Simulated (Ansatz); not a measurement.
H started in the widest void in rocksalt MgS, 65 atoms, charge +1

All numbers come from Ansatz (PAW, plane waves, no spin–orbit coupling) at the single k point (¼, ¼, ¼) without its symmetry partners. The atoms were relaxed with PBEsol in a fixed cell; other functionals are single points on those atoms unless said otherwise. The valence top and gap of the host come from its small cell on a dense mesh, with the band extrema sought between the mesh points, lined up by the mean potential, PBEsol gap 2.73 eV, HSE06 gap 3.83 eV. The charge correction uses an assumed dielectric constant of 10.

Relaxed structure:

```
S Mg H
1.0
    10.36396    0.00000    0.00000
     0.00000   10.36396    0.00000
     0.00000    0.00000   10.36396
S Mg H
32 32 1
Direct
  0.25096 0.00145 0.00292
  0.25096 0.00157 0.50044
  0.24841 0.49936 0.00459
  0.24848 0.49954 0.49928
  0.75079 0.00008 0.00273
  0.75080 0.00009 0.50074
  0.74818 0.49928 0.00300
  0.74814 0.49926 0.50067
  0.00141 0.25102 0.00292
  0.00153 0.25102 0.50043
  0.00004 0.75084 0.00274
  0.00005 0.75085 0.50073
  0.49930 0.24847 0.00458
  0.49949 0.24853 0.49931
  0.49922 0.74823 0.00301
  0.49920 0.74819 0.50068
  0.00617 0.00622 0.25182
  0.00094 0.00098 0.75169
  0.99653 0.50187 0.25179
  0.99915 0.50044 0.75177
  0.50179 0.99659 0.25179
  0.50039 0.99920 0.75177
  0.49053 0.49063 0.25146
  0.49834 0.49840 0.75182
  0.25235 0.25237 0.25262
  0.25074 0.25079 0.75189
  0.24988 0.75483 0.25188
  0.24976 0.75018 0.75182
  0.75479 0.24994 0.25188
  0.75013 0.24982 0.75182
  0.74860 0.74865 0.25178
  0.74962 0.74967 0.75175
  0.00064 0.00069 0.00109
  0.00072 0.00077 0.50235
  0.99811 0.50098 0.00047
  0.99816 0.50097 0.50309
  0.50093 0.99818 0.00046
  0.50092 0.99821 0.50308
  0.49859 0.49864 0.00025
  0.49862 0.49867 0.50323
  0.24963 0.24967 0.99510
  0.24996 0.25000 0.50883
  0.24963 0.75079 0.99975
  0.24967 0.75104 0.50394
  0.75074 0.24968 0.99974
  0.75099 0.24971 0.50395
  0.74966 0.74972 0.00095
  0.74969 0.74974 0.50259
  0.25516 0.99390 0.25158
  0.25062 0.99973 0.75172
  0.23598 0.52107 0.25209
  0.24851 0.50131 0.75190
  0.75373 0.99778 0.25173
  0.75081 0.99931 0.75177
  0.74813 0.50028 0.25183
  0.74877 0.50018 0.75183
  0.99386 0.25522 0.25158
  0.99967 0.25067 0.75172
  0.99772 0.75379 0.25173
  0.99926 0.75086 0.75177
  0.52102 0.23605 0.25211
  0.50126 0.24856 0.75192
  0.50022 0.74820 0.25184
  0.50012 0.74883 0.75184
  0.35071 0.35077 0.25028
```

Chemical potentials μ are those of reference phases of the elements at zero temperature by the same functional (the usual solids, diamond for C, grey Sn, and the molecules H2, N2, O2, F2, Cl2, Br2 and S8).

| functional | E(defect) − E(host) − Σ nμ + q·E_VBM (eV) | monopole (eV) | alignment (eV) | formation energy at E_F = VBM (eV) | moment (μB) | wall time, shared host |
| --- | --- | --- | --- | --- | --- | --- |
| PBEsol | -0.09 | 0.20 | -0.01 | 0.10 | 0 (no spin) | 7.4 s on NVIDIA GB200 (relaxation) |
| HSE06 | -0.42 | 0.20 | 0.00 | -0.22 | 0 (no spin) | 13 s on NVIDIA GB200 |

Question: How does the monopole term follow by hand for this cubic cell?

Answer: q²·α·e²/(4πε₀)/(2εL) with the Madelung constant α = 2.837 and e²/4πε₀ = 14.40 eV·Å: 1 × 2.837 × 14.40 / (2 × 10 × 10.364) = 0.20 eV.

HSE06 one-electron levels near the gap (the ten most localised at most), from the host's valence top, not corrected for the charge's images:

| level (eV) | spin | filling | atoms sharing it | element of the atom with most weight |
| --- | --- | --- | --- | --- |
| -0.11 | both | 2.00 | 39.6 | spread |
| -0.10 | both | 2.00 | 39.2 | spread |

All elements are taken at their own reference at once; growth conditions in equilibrium with the host shift these energies, by up to the host's formation enthalpy.

One k point and a cell of this size can leave errors of several tenths of an eV in such numbers.
